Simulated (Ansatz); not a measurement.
## Carriers in RbCl (Fm-3m)

```
CELL_PARAMETERS angstrom
0.00000 3.27400 3.27400
3.27400 0.00000 3.27400
3.27400 3.27400 0.00000
ATOMIC_POSITIONS crystal
Rb 0.00000 0.00000 0.00000
Cl 0.50000 0.50000 0.50000
```

Computed, not measured; unless marked otherwise by PBEsol, all-electron LAPW in Ansatz 0.2.0, scalar-relativistic. k mesh 6×6×6, fixed occupations, basis error target 1 meV/atom. The cell was relaxed by PAW under this functional.

Extrema are searched on a 10×10×10 mesh and refined by Newton steps; masses come from band slopes 0.005 Å⁻¹ away, 1/m* = (1/ħ²) d²E/dk², negative for holes (the finite step makes the lightest masses up to about 3 % heavy). k is in units of the reciprocal vectors.

Problem. Where are the band edges, and is the gap direct?

Solution. The valence maximum lies at Gamma (0.000, 0.000, 0.000) and the conduction minimum at Gamma (0.000, 0.000, 0.000), so the Kohn-Sham gap of 4.892 eV is direct.

Problem. What are the electron masses at the edge?

Solution. The principal masses are 0.416, 0.416, 0.416 mₑ. One valley has a density-of-states mass (m₁m₂m₃)^(1/3) = 0.416; the direction-averaged conductivity mass 3/Σ(1/mᵢ) is 0.416 mₑ.

Problem. Several bands lie at or near the hole edge, or its surface isn't an ellipsoid. What are the masses by direction?

Solution. 

```tsv
direction	branch from the edge	its level at the point (eV from the edge)	m*/mₑ
100	1	0.000	-7.7
100	2	0.000	-7.7
100	3	0.000	-0.632
110	1	0.000	-7.7
110	2	0.000	-2.07
110	3	0.000	-0.813
111	1	0.000	-2.74
111	2	0.000	-2.74
111	3	0.000	-0.898
11-2	1	0.000	-4.04
11-2	2	0.000	-2.99
11-2	3	0.000	-0.793
```

Problem. Along the Cartesian direction 001 the conduction slope is 0.09156 eV·Å one step out. What is it four steps out, and what does that say?

Solution. 0.3654 eV·Å, 3.991 times the first; a parabola would give 4, so the band is nearly parabolic here.

Problem. What electronic dielectric constant and refractive index follow from the same bands (independent particles)?

Solution. ε∞ = (2.64, 2.64, 2.64), so n ≈ √ε∞ = 1.63 (mean over directions) well under the gap and the normal reflectivity is ((n − 1)/(n + 1))² = 0.057. Local fields, left out here, lower ε∞ by several per cent.

Problem. What gap does PAW give in the same cell?

Solution. 4.891 eV, -1 meV from the LAPW value.

Problem. Cells strained by ±0.5 % (all lengths, zz alone, equal engineering shears γ in yz, zx, xy; ions relaxed) give deformation potentials. How do the edge levels move, in eV per unit strain against the centre of the top valence set?

Solution. 

```json
{"point": "Gamma", "k": "0.00 0.00 0.00", "side": "valence", "bands": "3", "level (eV)": "0.000", "d/dlnV": "0.00", "d/dε_zz": "0.00", "d/dγ": "0.00*", "split/ε_zz": "1.39", "split/γ": "1.93"}
{"point": "Gamma", "k": "0.00 0.00 0.00", "side": "conduction", "bands": "1", "level (eV)": "4.892", "d/dlnV": "-2.94", "d/dε_zz": "-2.94", "d/dγ": "0.00*", "split/ε_zz": "–", "split/γ": "–"}
{"point": "X", "k": "-0.50 0.00 -0.50", "side": "valence", "bands": "2", "level (eV)": "-0.102", "d/dlnV": "-0.11", "d/dε_zz": "-0.47", "d/dγ": "0.00*", "split/ε_zz": "1.36", "split/γ": "1.61"}
{"point": "X", "k": "-0.50 0.00 -0.50", "side": "conduction", "bands": "1", "level (eV)": "6.072", "d/dlnV": "1.02", "d/dε_zz": "0.60", "d/dγ": "0.00*", "split/ε_zz": "–", "split/γ": "–"}
{"point": "X", "k": "-0.50 -0.50 0.00", "side": "valence", "bands": "2", "level (eV)": "-0.102", "d/dlnV": "-0.11", "d/dε_zz": "0.62", "d/dγ": "0.00*", "split/ε_zz": "0.00", "split/γ": "1.61"}
{"point": "X", "k": "-0.50 -0.50 0.00", "side": "conduction", "bands": "1", "level (eV)": "6.072", "d/dlnV": "1.02", "d/dε_zz": "1.87", "d/dγ": "0.00*", "split/ε_zz": "–", "split/γ": "–"}
{"point": "L", "k": "-0.50 0.00 0.00", "side": "valence", "bands": "2", "level (eV)": "-0.359", "d/dlnV": "0.92", "d/dε_zz": "0.92", "d/dγ": "-0.66", "split/ε_zz": "0.31", "split/γ": "2.56"}
{"point": "L", "k": "-0.50 0.00 0.00", "side": "conduction", "bands": "1", "level (eV)": "7.639", "d/dlnV": "-3.10", "d/dε_zz": "-3.10", "d/dγ": "0.32", "split/ε_zz": "–", "split/γ": "–"}
{"point": "L", "k": "-0.50 -0.50 -0.50", "side": "valence", "bands": "2", "level (eV)": "-0.359", "d/dlnV": "0.92", "d/dε_zz": "0.92", "d/dγ": "1.97", "split/ε_zz": "0.31", "split/γ": "0.00"}
{"point": "L", "k": "-0.50 -0.50 -0.50", "side": "conduction", "bands": "1", "level (eV)": "7.639", "d/dlnV": "-3.10", "d/dε_zz": "-3.10", "d/dγ": "-0.97", "split/ε_zz": "–", "split/γ": "–"}
```

For the triplet at Γ the single level moves against the pair by 3bε_zz and by 3√3 d (γ/2), so b = -0.46 eV and d = -0.74 eV.

Sets with another level within 0.15 eV are left out, since it mixes in under strain; the reference set stays in any case. Entries marked * vanish by symmetry to first order; what they show is the residue of the finite step. These cells use a basis error target of 0.5 meV/atom.

Limits of these numbers: no spin-orbit coupling on heavy atoms; semilocal gaps are low, and what follows the gap (onsets, screening, light masses) shifts with it; without spin-orbit coupling, bands that meet at the valence top are not the light and heavy holes of experiment; the frozen-core PAW files of the compared runs were fitted under PBE, their cores solved anew for this functional.
